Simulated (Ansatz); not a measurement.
Input of an Ansatz 0.2.0 run:

The input input.yaml:

```yaml
crystal:
  lattice:
    - [2.81940321, 0.0, 0.0]
    - [0.0, 2.81940321, 0.0]
    - [0.0, 0.0, 2.81940321]
  atoms:
    - { symbol: Co, position: [0.5, 0.5, 0.5] }
    - { symbol: Al, position: [0.0, 0.0, 0.0] }
hamiltonian:
  xc: pbe
  pseudopotentials: { kind: paw }
kpoints:
  mp_grid: { grid: [9, 9, 9] }
scf:
  occupations: { method: fermi_dirac, width: 0.05 }
output:
  forces: true
  stress: true
  eigenvalues: true
```

Potentials or basis: Ansatz PAW.

Launch:

```console
$ ansatz run input.yaml --threads 2 --pin off --max-ram 5632MiB --backend cpu --events-out ev --progress --plain --runs-dir out
```

(1) Predict the band gap on the k mesh.

(2) Estimate the pressure.

## Answers

(1) none (metal or under the smearing width).

(2) 6.6 GPa.
